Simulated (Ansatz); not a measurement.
Profile along the Be–O line in BeO (wurtzite)

BeO (wurtzite)

```
BeO
1.0
    2.71166     0.00000     0.00000
   -1.35583     2.34837     0.00000
    0.00000     0.00000     4.40429
Be O
2 2
Cartesian
  1.35583   0.78279   0.00655
  0.00000   1.56558   2.20870
  1.35583   0.78279   2.74701
  0.00000   1.56558   0.54486
```

Fields along a shortest Be–O line of a (1 -1 0 0) plane (1.66 Å), from Be to O, interpolated on the slice's grid (step about 0.2 Å). These are PBE (plane waves to 420 eV, PAW, scalar-relativistic; Ansatz, a program for electronic structure) values and carry that method's errors. k mesh 14×14×8. These are valence fields of a PAW run, semicore shells included where kept as valence: close to a nucleus they are smooth pseudo fields. BeO was relaxed with its symmetry unable to fall. The PAW data are Ansatz's earlier set.

```tsv
distance from Be (Å)	valence electron density (e/Å³)	electron localisation function	density of the highest valence band (e/Å³)	density of the lowest conduction band (e/Å³)
0.00	0.08	x	0.002	0.004
0.17	0.10	x	0.008	0.013
0.33	0.19	0.02	0.030	0.032
0.50	0.34	0.40	0.060	0.039
0.66	0.54	0.75	0.099	0.030
0.83	0.90	0.87	0.164	0.022
1.00	1.63	0.87	0.277	0.037
1.16	3.19	0.83	0.407	0.104
1.33	5.60	0.64	0.373	0.211
1.49	7.87	x	0.160	0.320
1.66	8.78	x	0.004	0.391
```

x: too close to a nucleus for the ELF to mean much. Band densities are of whole bands, smooth part only.

Density on the Be–O line (1.66 Å) at its midpoint: 0.90 e/Å³. ELF at that point: 0.9. ELF maximum in the middle third of the Be–O line: 0.87, 1.0 Å from Be.
